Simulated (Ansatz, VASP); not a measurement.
MoS2 in VASP and in Ansatz

```xyz
9
Lattice="3.1494 0.0000 0.0000 -1.5747 2.7275 0.0000 0.0000 0.0000 18.7539" Properties=species:S:1:pos:R:3 pbc="T T T"
Mo    1.5747    0.9092    0.0000
Mo    0.0000    1.8183   12.7021
Mo    0.0000    1.8183    6.0518
S     0.0000    1.8183    1.5657
S     1.5747    0.9092   14.2684
S     1.5747    0.9092    7.6181
S     0.0000    1.8183   17.1882
S     1.5747    0.9092   11.1359
S     1.5747    0.9092    4.4855
```

Measurements of this composition are mostly on another form, of space group No. 194.

Alike in both runs: functional PBE; dispersion D3(BJ); k mesh 12 × 12 × 2; occupations gaussian, width 0.02 eV; no spin polarisation.

Ansatz relaxed the structure, and its values are those at the end. VASP's run is a single point on that final structure, the one shown.

|  | VASP | Ansatz |
| --- | --- | --- |
| version | VASP 6.6.1 | Ansatz 0.2.0 |
| potentials or method | VASP PAW PBE potentials, release 64 (Mo_sv, S) | scalar-relativistic, plane waves, PAW |
| plane-wave cutoff (eV) | 520 | 420 |
| valence electrons in the cell | 78 | 78 |

```tsv
	VASP	Ansatz	Ansatz less VASP
gap on the k mesh at the Fermi level (eV)	0.91	0.89	-0.015
least direct gap on the mesh (eV)	1.72	1.72	-0.004
pressure (GPa)	-0.1	0.0	+0.13
rms of the force components (eV/Å)	0.004	0.002	-0.0025
```

A k mesh can miss the band edges. Expect the measured gap to be larger: semilocal functionals such as PBE lack the derivative discontinuity.
